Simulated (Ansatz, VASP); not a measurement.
Be: VASP beside Ansatz

```xyz
1
Lattice="-1.1987 1.1987 1.1987 1.1987 -1.1987 1.1987 1.1987 1.1987 -1.1987" Properties=species:S:1:pos:R:3 pbc="T T T"
Be    0.0000    0.0000    0.0000
```

Alike in both runs: task single point; functional r2SCAN; k mesh 20 × 20 × 20; occupations fermi-dirac, width 0.1 eV; no spin polarisation.

|  | VASP | Ansatz |
| --- | --- | --- |
| version | VASP 6.6.1 | Ansatz 0.2.0 |
| potentials or method | VASP PAW PBE potentials, release 64 (Be) | plane waves (500 eV) with PAW, scalar-relativistic |
| plane-wave cutoff (eV) | 520 | 500 |
| valence electrons in the cell | 2 | 2 |

```csv
,VASP,Ansatz,Ansatz less VASP
pressure (GPa),19.8,19.5,-0.28
```

The functional is the same, so the differences come from potentials, cutoffs and numerics.

Caveats: so large a pressure means that the cell lies far from this level's equilibrium, or that cutoff or potentials fall short (VASP); the potentials were made for another functional, which shifts forces and pressure (VASP).
